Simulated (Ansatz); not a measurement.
Method: DFT PBE, scalar-relativistic, plane waves, PAW in Ansatz 0.2.0. All cells share a 420 eV cutoff and Γ-centred k meshes spaced at most about 0.3 Å⁻¹ (about 0.25 or finer for metals, 2π included). Spin is collinear in cells that carry moments; the others ran without spin or lost their moments.

Temperature and zero-point effects are left out.

Two relaxed structures of Cu₃Ni₂:

A. (no moments)

```
Cu Ni
1.0
     2.51688    0.00000    0.00000
    -1.25844    2.17969    0.00000
     0.00000    0.00000   20.88194
Cu Ni
6 4
Cartesian
  0.0000 0.0000 0.0000
  0.0000 1.4531 14.5962
  0.0000 1.4531 18.7486
  0.0000 1.4531 2.1333
  0.0000 1.4531 6.2858
  0.0000 1.4531 10.4410
  0.0000 0.0000 12.5190
  0.0000 0.0000 16.6767
  0.0000 0.0000 4.2052
  0.0000 0.0000 8.3629
```

B. (parallel moments up to 0.5 μB)

```
Cu Ni
1.0
    -1.26594    1.26594    8.96085
     1.26594   -1.26594    8.96085
     1.26594    1.26594   -8.96085
Cu Ni
3 2
Cartesian
  0.0000 0.0000 7.1189
  0.0000 0.0000 0.0000
  0.0000 0.0000 10.8028
  0.0000 0.0000 14.2835
  0.0000 0.0000 3.6382
```

Question: Which is lower in energy, and by how much?

Answer: B is lower, by 9 meV/atom. A has Cu and Ni ordered on hcp sites, space group P-6m2 (No. 187), 11.5 Å³/atom and no gap on its mesh; B has Cu and Ni ordered on fcc sites, space group I4/mmm (No. 139), 11.5 Å³/atom and no gap. Their magnetic states differ too, which can make part of the margin. In A, around Cu on a site of symmetry -6m2 lie 12 Cu at 2.52–2.58 Å; around Cu on a site of symmetry 3m lie 6 Cu at 2.52 Å and 6 Ni at 2.53–2.54 Å; Ni on its first site has 6 Ni at 2.52 Å and 6 Cu at 2.53–2.54 Å; 3 more sites not described. In B, Cu on a site of symmetry 4mm is surrounded by 8 Cu at 2.53–2.57 Å and 4 Ni at 2.54 Å; around Cu on a site of symmetry 4/mmm lie 12 Cu at 2.53–2.57 Å; Ni is surrounded by 8 Ni at 2.46–2.53 Å and 4 Cu at 2.54 Å. Both come from invented guesses.

For metals, differences of a few meV/atom aren't resolved. Another magnetic order may lie lower. Cells relaxed within their symmetry can be saddle points.
